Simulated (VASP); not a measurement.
# GaP (F-43m) in VASP: further runs, part 2 of 2

VASP 6.6.1. The steps go on from the part before.

### Step 5. Band structure, r2SCAN50

File POSCAR:

```
GaP
1.0
    0.0000000000      2.7252500000      2.7252500000
    2.7252500000      0.0000000000      2.7252500000
    2.7252500000      2.7252500000      0.0000000000
Ga P
1 1
Direct
    0.0000000000      0.0000000000      0.0000000000
    0.7500000000      0.7500000000      0.7500000000
```

File INCAR.step1:

```
  PREC = Accurate
  ENCUT = 520
  EDIFF = 1E-5
  ISMEAR = -1
  SIGMA = 0.05
  LREAL = F
  LASPH = T
  NELM = 80
  ALGO = Normal
  ISIF = 2
  LWAVE = T
  LCHARG = F
  GGA = PE
```

File INCAR.step2:

```
  PREC = Accurate
  ENCUT = 520
  EDIFF = 1E-6
  ISMEAR = -1
  SIGMA = 0.05
  LREAL = F
  LASPH = T
  NELM = 80
  ALGO = Normal
  ISIF = 2
  LWAVE = F
  LCHARG = F
  METAGGA = R2SCAN
  LHFCALC = T
  AEXX = 0.5
  LMIXTAU = T
  PRECFOCK = Normal
  ISTART = 1
```

File KPOINTS:

```
Automatic mesh
0
Gamma
  4 4 4
```

File KPOINTS_OPT:

```
path GXWKGLUWLK,UX
10
line-mode
reciprocal
 0.0000000000  0.0000000000  0.0000000000  G
 0.5000000000  0.0000000000  0.5000000000  X

 0.5000000000  0.0000000000  0.5000000000  X
 0.5000000000  0.2500000000  0.7500000000  W

 0.5000000000  0.2500000000  0.7500000000  W
 0.3750000000  0.3750000000  0.7500000000  K

 0.3750000000  0.3750000000  0.7500000000  K
 0.0000000000  0.0000000000  0.0000000000  G

 0.0000000000  0.0000000000  0.0000000000  G
 0.5000000000  0.5000000000  0.5000000000  L

 0.5000000000  0.5000000000  0.5000000000  L
 0.6250000000  0.2500000000  0.6250000000  U

 0.6250000000  0.2500000000  0.6250000000  U
 0.5000000000  0.2500000000  0.7500000000  W

 0.5000000000  0.2500000000  0.7500000000  W
 0.5000000000  0.5000000000  0.5000000000  L

 0.5000000000  0.5000000000  0.5000000000  L
 0.3750000000  0.3750000000  0.7500000000  K

 0.6250000000  0.2500000000  0.6250000000  U
 0.5000000000  0.0000000000  0.5000000000  X
```

Potentials or basis: VASP PAW PBE potentials, release 64 (Ga_d, P).

Started as:

```console
$ cat potpaw_PBE.64/Ga_d/POTCAR potpaw_PBE.64/P/POTCAR > POTCAR
$ cp INCAR.step1 INCAR
$ mpirun -np 1 vasp_std > vasp.out
$ cp INCAR.step2 INCAR
$ mpirun -np 1 vasp_std > vasp.out
```

OUTCAR:

```text
PREC = Accurate
   ENCUT = 520
   EDIFF = 1E-6
   ISMEAR = -1
   LREAL = F
   LASPH = T
   NELM = 80
   ISIF = 2
   METAGGA = R2SCAN
   LHFCALC = T
   AEXX = 0.5
   PRECFOCK = Normal
   ISTART = 1

 ion  position               nearest neighbor table
   1  0.000  0.000  0.000-   2 2.36   2 2.36   2 2.36   2 2.36
   2  0.750  0.750  0.750-   1 2.36   1 2.36   1 2.36   1 2.36

  LATTYP: Found a face centered cubic cell.
[... 307 lines left out ...]
     13      12.7799      0.00000

------------------------ aborting loop because EDIFF is reached ----------------------------------------

  FORCE on cell =-STRESS in cart. coord.  units (eV):
  Direction    XX          YY          ZZ          XY          YZ          ZX
  --------------------------------------------------------------------------------------
  -------------------------------------------------------------------------------------
  Total       -0.4261611     -0.4261611     -0.4261611     -0.0000000      0.0000000     -0.0000000
  in kB      -16.8669034    -16.8669034    -16.8669034     -0.0000000      0.0000000     -0.0000000
  external PRESSURE =     -16.8669034 kB  Pullay stress =       0.0000000 kB

 VOLUME and BASIS-vectors are now :
 -----------------------------------------------------------------------------
  energy-cutoff  :      520.00
  volume of cell :       40.48
      direct lattice vectors                 reciprocal lattice vectors
     0.000000000  2.725250000  2.725250000    -0.183469406  0.183469406  0.183469406
     2.725250000  0.000000000  2.725250000     0.183469406 -0.183469406  0.183469406
     2.725250000  2.725250000  0.000000000     0.183469406  0.183469406 -0.183469406

 POSITION                                       TOTAL-FORCE (eV/Angst)
 -----------------------------------------------------------------------------------
      0.00000      0.00000      0.00000        -0.000000     -0.000000     -0.000000
      4.08788      4.08788      4.08788         0.000000      0.000000      0.000000
 -----------------------------------------------------------------------------------
    total drift:                               -0.000105     -0.000053     -0.000050

  FREE ENERGIE OF THE ION-ELECTRON SYSTEM (eV)
  ---------------------------------------------------
  free  energy   TOTEN  =       -20.7492867592 eV

  energy  without entropy=      -20.7492867591  energy(sigma->0) =      -20.74928676
```

OUTCAR.step1:

```text
PREC = Accurate
   ENCUT = 520
   EDIFF = 1E-5
   ISMEAR = -1
   LREAL = F
[... 332 lines left out ...]
      0.00000      0.00000      0.00000        -0.000000     -0.000000     -0.000000
      4.08788      4.08788      4.08788         0.000000      0.000000      0.000000
 -----------------------------------------------------------------------------------
    total drift:                               -0.000002     -0.000002     -0.000002

  FREE ENERGIE OF THE ION-ELECTRON SYSTEM (eV)
  ---------------------------------------------------
  free  energy   TOTEN  =        -8.9760784755 eV

  energy  without entropy=       -8.9760784567  energy(sigma->0) =       -8.97607847
```

Wall time 55 min (1 thread of Intel Xeon Platinum 8259CL at 2.50GHz (Skylake/Cascade Lake), shared host); peak memory 0.19 GiB.

What came out:

| Property | Result |
| --- | --- |
| Free energy | -20.7493 eV |
| Pressure | -1.7 GPa |

Levels at the corners of the path, in eV from the valence-band top:
```csv
point,band 7,band 8,band 9,band 10,band 11,band 12
Γ,-0.63,-0.63,-0.63,4.77,6.63,6.63
X,-8.65,-3.86,-3.86,3.87,4.26,14.64
X,-8.65,-3.86,-3.86,3.87,4.26,14.63
W,-8.35,-4.90,-4.64,7.29,8.10,8.94
W,-8.35,-4.90,-4.64,7.29,8.10,8.94
K,-7.62,-4.56,-2.57,4.58,7.66,11.67
K,-7.62,-4.56,-2.57,4.58,7.66,11.68
Γ,-0.63,-0.63,-0.63,4.77,6.63,6.63
Γ,-0.63,-0.63,-0.63,4.77,6.63,6.63
L,-8.58,-1.96,-1.96,4.33,7.50,7.50
L,-8.58,-1.96,-1.96,4.33,7.50,7.50
U,-7.62,-4.56,-2.57,4.58,7.66,11.67
U,-7.62,-4.56,-2.57,4.58,7.66,11.67
W,-8.35,-4.90,-4.64,7.29,8.10,8.94
W,-8.35,-4.90,-4.64,7.29,8.10,8.94
L,-8.58,-1.96,-1.96,4.33,7.50,7.50
L,-8.58,-1.96,-1.96,4.33,7.50,7.50
K,-7.62,-4.56,-2.57,4.58,7.66,11.69
U,-7.62,-4.56,-2.57,4.58,7.66,11.67
X,-8.65,-3.86,-3.86,3.87,4.26,14.63
```

Caveat: the k mesh is coarse (spacing up to 0.50 Å⁻¹), so the values aren't converged, least of all with exact exchange; an unscreened hybrid on a path of extra k points without a Coulomb cutoff has errors near the mesh points, so the bands along the path aren't reliable; the PAW data sets were made with another functional, which shifts forces and pressure a little.

### Step 6. Band structure, B3LYP

POSCAR is that of step 5.

File INCAR.step1:

```
SYSTEM = GaP
ALGO = Normal
EDIFF = 1E-5
ENCUT = 520
GGA = PE
ISIF = 2
ISMEAR = -1
LASPH = .True.
LCHARG = .False.
LREAL = .False.
LWAVE = .True.
NELM = 80
PREC = Accurate
SIGMA = 0.05
```

File INCAR.step2:

```
SYSTEM = GaP
AEXX = 0.2
AGGAC = 0.81
AGGAX = 0.72
ALDAC = 0.19
ALGO = Normal
EDIFF = 1E-7
ENCUT = 520
GGA = B3
ISIF = 2
ISMEAR = -1
ISTART = 1
LASPH = .True.
LCHARG = .False.
LHFCALC = .True.
LREAL = .False.
LWAVE = .False.
NELM = 80
PREC = Accurate
PRECFOCK = Normal
SIGMA = 0.05
```

File KPOINTS:

```
k-points
0
Gamma
  4 4 4
  0 0 0
```

Edit KPOINTS_OPT of step 5 so:

```diff
@@ -1,3 +1,3 @@
 path GXWKGLUWLK,UX
-10
+8
 line-mode
```

Potentials or basis: VASP PAW PBE potentials, release 64 (Ga_d, P).

Started as:

```console
$ cat potpaw_PBE.64/Ga_d/POTCAR potpaw_PBE.64/P/POTCAR > POTCAR
$ cp INCAR.step1 INCAR
$ mpirun -np 1 vasp_std > vasp.out
$ cp INCAR.step2 INCAR
$ mpirun -np 1 vasp_std > vasp.out
```

OUTCAR:

```text
SYSTEM = GaP
   AEXX = 0.2
   EDIFF = 1E-7
   ENCUT = 520
   GGA = B3
   ISIF = 2
   ISMEAR = -1
   ISTART = 1
   LASPH = .True.
   LHFCALC = .True.
   LREAL = .False.
   NELM = 80
   PREC = Accurate
   PRECFOCK = Normal

 ion  position               nearest neighbor table
   1  0.000  0.000  0.000-   2 2.36   2 2.36   2 2.36   2 2.36
   2  0.750  0.750  0.750-   1 2.36   1 2.36   1 2.36   1 2.36

  LATTYP: Found a face centered cubic cell.
 ALAT       =     5.4505000000

  Lattice vectors:

 A1 = (   0.0000000000,   2.7252500000,   2.7252500000)
 A2 = (   2.7252500000,   0.0000000000,   2.7252500000)
 A3 = (   2.7252500000,   2.7252500000,   0.0000000000)

Analysis of symmetry for initial positions (statically):
=====================================================================
 Subroutine PRICEL returns:
 Original cell was already a primitive cell.

 Routine SETGRP: Setting up the symmetry group for a
 face centered cubic supercell.

 Subroutine GETGRP returns: Found 24 space group operations
 (whereof 24 operations were pure point group operations)
 out of a pool of 48 trial point group operations.

The static configuration has the point symmetry T_d .

Analysis of symmetry for dynamics (positions and initial velocities):
=====================================================================
 Subroutine PRICEL returns:
 Original cell was already a primitive cell.

 Routine SETGRP: Setting up the symmetry group for a
 face centered cubic supercell.

 Subroutine GETGRP returns: Found 24 space group operations
 (whereof 24 operations were pure point group operations)
 out of a pool of 48 trial point group operations.

The dynamic configuration has the point symmetry T_d .

 Subroutine INISYM returns: Found 24 space group operations
 (whereof 24 operations are pure point group operations),
 and found     1 'primitive' translations

----------------------------------------------------------------------------------------

[... 111 lines left out ...]
   IVDW    =     0    specifies the selected vdW correction
   LEPSILON=     F    determine dielectric tensor
   LRPA    =     F    only Hartree local field effects (RPA)
 non-spin polarized calculation
  energy-cutoff  :      520.00
  volume of cell :       40.48
 maximum number of plane-waves:      1106
 NGX is ok and might be reduce to    30
  NGX = 24; NGY = 24; NGZ = 24

 number of electron      17.9999989 magnetization

 Free energy of the ion-electron system (eV)
  ---------------------------------------------------
  ext. energy  EPLUGINS =         0.00000000
  ---------------------------------------------------
  free energy    TOTEN  =        -9.90098461 eV

  energy without entropy =       -9.90098461  energy(sigma->0) =       -9.90098461

 E-fermi :   5.3425     XC(G=0):  -7.8081

 val. band max:        4.2262841895   @ k =   0.0000   0.0000   0.0000
 cond. band min:       7.1624288013   @ k =   0.5000   0.5000   0.0000
 fundamental gap:      2.9361446118
 Fermi energy:         5.3425454101

 k-point     1 :       0.0000    0.0000    0.0000
  band No.  band energies     occupation
      1     -12.4535      2.00000
      2     -12.4535      2.00000
      3     -12.4535      2.00000
      4     -12.3529      2.00000
      5     -12.3529      2.00000
      6      -9.3052      2.00000
      7       4.2263      2.00000
      8       4.2263      2.00000
      9       4.2263      2.00000
     10       7.3502      0.00000
     11       9.4843      0.00000
     12       9.4843      0.00000
     13       9.4843      0.00000
[... 98 lines left out ...]
  band No.  band energies     occupation
      1     -12.5288      2.00000
      2     -12.4183      2.00000
      3     -12.3971      2.00000
      4     -12.3674      2.00000
      5     -12.3452      2.00000
      6      -6.0778      2.00000
      7      -2.8167      2.00000
      8       0.4623      2.00000
      9       0.6472      2.00000
     10      10.3353      0.00000
     11      10.5878      0.00000
     12      11.8315      0.00000
     13      11.8591      0.00000

------------------------ aborting loop because EDIFF is reached ----------------------------------------

  FORCE on cell =-STRESS in cart. coord.  units (eV):
  Direction    XX          YY          ZZ          XY          YZ          ZX
  --------------------------------------------------------------------------------------
  -------------------------------------------------------------------------------------
  Total        1.0497711      1.0497711      1.0497711      0.0000000      0.0000000      0.0000000
  in kB       41.5485761     41.5485761     41.5485761      0.0000000      0.0000000      0.0000000
  external PRESSURE =      41.5485761 kB  Pullay stress =       0.0000000 kB

 VOLUME and BASIS-vectors are now :
 -----------------------------------------------------------------------------
  energy-cutoff  :      520.00
  volume of cell :       40.48
      direct lattice vectors                 reciprocal lattice vectors
     0.000000000  2.725250000  2.725250000    -0.183469406  0.183469406  0.183469406
     2.725250000  0.000000000  2.725250000     0.183469406 -0.183469406  0.183469406
     2.725250000  2.725250000  0.000000000     0.183469406  0.183469406 -0.183469406

 POSITION                                       TOTAL-FORCE (eV/Angst)
 -----------------------------------------------------------------------------------
      0.00000      0.00000      0.00000        -0.000000     -0.000000     -0.000000
      4.08788      4.08788      4.08788         0.000000      0.000000      0.000000
 -----------------------------------------------------------------------------------
    total drift:                               -0.000000     -0.000010     -0.000002

  FREE ENERGIE OF THE ION-ELECTRON SYSTEM (eV)
  ---------------------------------------------------
  free  energy   TOTEN  =        -9.9009846139 eV

  energy  without entropy=       -9.9009846139  energy(sigma->0) =       -9.90098461
```

OSZICAR.step1:

```text
N       E                     dE             d eps       ncg     rms          rms(c)
DAV:   1     0.774840404916E+02    0.77484E+02   -0.96474E+03   208   0.208E+03
DAV:   2    -0.295444632983E+01   -0.80438E+02   -0.77495E+02   218   0.323E+02
DAV:   3    -0.915723789945E+01   -0.62028E+01   -0.61695E+01   258   0.774E+01
DAV:   4    -0.927181857263E+01   -0.11458E+00   -0.11452E+00   244   0.108E+01
DAV:   5    -0.927425894002E+01   -0.24404E-02   -0.24393E-02   256   0.134E+00    0.428E+00
DAV:   6    -0.900470922650E+01    0.26955E+00   -0.51293E-01   314   0.133E+01    0.284E+00
DAV:   7    -0.897451877029E+01    0.30190E-01   -0.12921E-01   256   0.262E+00    0.117E+00
DAV:   8    -0.897541550312E+01   -0.89673E-03   -0.17172E-02   238   0.190E+00    0.184E-01
DAV:   9    -0.897590784755E+01   -0.49234E-03   -0.17565E-03   246   0.719E-01    0.886E-02
DAV:  10    -0.897598843347E+01   -0.80586E-04   -0.14216E-04   296   0.133E-01    0.419E-02
DAV:  11    -0.897607913245E+01   -0.90699E-04   -0.12839E-04   213   0.108E-01    0.662E-03
DAV:  12    -0.897607847547E+01    0.65698E-06   -0.38427E-06   169   0.316E-02
   1 F= -.89760785E+01 E0= -.89760785E+01  d E =-.187259E-07
```

Run time: 23 min. Hardware: 1 thread of Intel Xeon 6975P-C (Granite Rapids), shared host; peak memory 0.21 GiB.

Results:

```yaml
Free_energy: -9.9010 eV
Pressure: 4.2 GPa
Band_gap_on_the_k_mesh: 2.94 eV, indirect (least direct gap 3.12 eV)
```

Levels at the corners of the path, in eV from the valence-band top:
| point | band 6 | band 7 | band 8 | band 9 | band 10 | band 11 | band 12 | band 13 |
| --- | --- | --- | --- | --- | --- | --- | --- | --- |
| Γ | -13.65 | -0.12 | -0.12 | -0.12 | 3.01 | 5.14 | 5.14 | 5.14 |
| X | -10.51 | -7.39 | -2.97 | -2.97 | 2.82 | 3.02 | 12.26 | 12.33 |
| X | -10.51 | -7.39 | -2.97 | -2.97 | 2.82 | 3.02 | 12.26 | 12.28 |
| W | -10.42 | -7.16 | -3.88 | -3.70 | 5.99 | 6.24 | 7.49 | 7.51 |
| W | -10.42 | -7.16 | -3.88 | -3.70 | 5.99 | 6.24 | 7.49 | 7.51 |
| K | -10.26 | -6.86 | -3.96 | -2.21 | 3.38 | 6.13 | 9.77 | 9.77 |
| K | -10.26 | -6.86 | -3.96 | -2.21 | 3.38 | 6.13 | 9.77 | 9.77 |
| Γ | -13.65 | -0.12 | -0.12 | -0.12 | 3.01 | 5.14 | 5.14 | 5.14 |
| Γ | -13.65 | -0.12 | -0.12 | -0.12 | 3.01 | 5.14 | 5.14 | 5.14 |
| L | -11.48 | -7.23 | -1.31 | -1.31 | 2.84 | 6.03 | 6.03 | 9.78 |
| L | -11.48 | -7.23 | -1.31 | -1.31 | 2.84 | 6.03 | 6.03 | 9.78 |
| U | -10.26 | -6.86 | -3.96 | -2.21 | 3.38 | 6.13 | 9.77 | 9.77 |
| U | -10.26 | -6.86 | -3.96 | -2.21 | 3.38 | 6.13 | 9.77 | 9.77 |
| W | -10.42 | -7.16 | -3.88 | -3.70 | 5.99 | 6.24 | 7.49 | 7.51 |
| W | -10.42 | -7.16 | -3.88 | -3.70 | 5.99 | 6.24 | 7.49 | 7.51 |
| L | -11.48 | -7.23 | -1.31 | -1.31 | 2.84 | 6.03 | 6.03 | 9.78 |
| L | -11.48 | -7.23 | -1.31 | -1.31 | 2.84 | 6.03 | 6.03 | 9.78 |
| K | -10.26 | -6.86 | -3.96 | -2.21 | 3.38 | 6.13 | 9.77 | 9.77 |
| U | -10.26 | -6.86 | -3.96 | -2.21 | 3.38 | 6.13 | 9.77 | 9.77 |
| X | -10.51 | -7.39 | -2.97 | -2.97 | 2.82 | 3.02 | 12.26 | 12.29 |

Caveat: the k mesh is coarse (spacing up to 0.50 Å⁻¹), so the values aren't converged, least of all with exact exchange; an unscreened hybrid on a path of extra k points without a Coulomb cutoff has errors near the mesh points, so the bands along the path aren't reliable; the PAW data sets were made with another functional, which shifts forces and pressure a little. A k mesh can miss the band edges.

### Step 7. For comparison

An earlier run on the cell as given: functional PBE; potentials or basis VASP PAW PBE potentials, release 64 (Ga_d, P); cutoff 520 eV; k mesh 8 × 8 × 8; occupations fermi-dirac, width 0.05 eV; no spin polarisation.

- Pressure: 2.5 GPa
- Band gap on the k mesh: 1.64 eV, indirect (least direct gap 1.83 eV)

### Step 8. Summary

```tsv
task	level	k mesh	smearing	ladder	grid for exact exchange (PRECFOCK)	exchange at q = 0	mesh quality	gap on the mesh (eV)	pressure (GPa)
band structure	PBE0	6 × 6 × 6	gaussian 0.02 eV	free	Fast	truncated	not flagged	2.96	0.3
band structure	PBE0	4 × 4 × 4	fermi-dirac 0.05 eV	-	Fast	default	coarse	3.04	0.6
band structure	r2SCAN0	4 × 4 × 4	fermi-dirac 0.05 eV	-	Fast	default	coarse	3.18	-0.7
band structure	r2SCAN50	4 × 4 × 4	fermi-dirac 0.05 eV	-	Normal	default	coarse	-	-1.7
band structure	B3LYP	4 × 4 × 4	fermi-dirac 0.05 eV	-	Normal	default	coarse	2.94	4.2
single point	PBE	8 × 8 × 8	fermi-dirac 0.05 eV	-	-	-	not flagged	1.64	2.5
```

Alike in all rows: potentials or basis VASP PAW PBE potentials, release 64 (Ga_d, P); no spin polarisation; cell as given; cutoff (eV) 520.

Caveats: some runs use coarse meshes; the PAW data sets were made with another functional, which shifts forces and pressure a little (some runs); an unscreened hybrid on a path of extra k points without a Coulomb cutoff has errors near the mesh points, so the bands along the path aren't reliable (some runs).

Absolute energies hang on the potentials; compare differences alone.

### Step 9. Comparison with measurements

Step 2. Measured gap of GaP: 2.34 eV (indirect; 10 K; quoted in “Stacking defects in GaP nanowires: Electronic structure and optical properties”, 2018, arxiv:1810.01194). This calculation gives 2.93 eV (+0.59 eV). Spin-orbit coupling on Ga is left out. The value is that of PBE0, without temperature or zero-point motion.
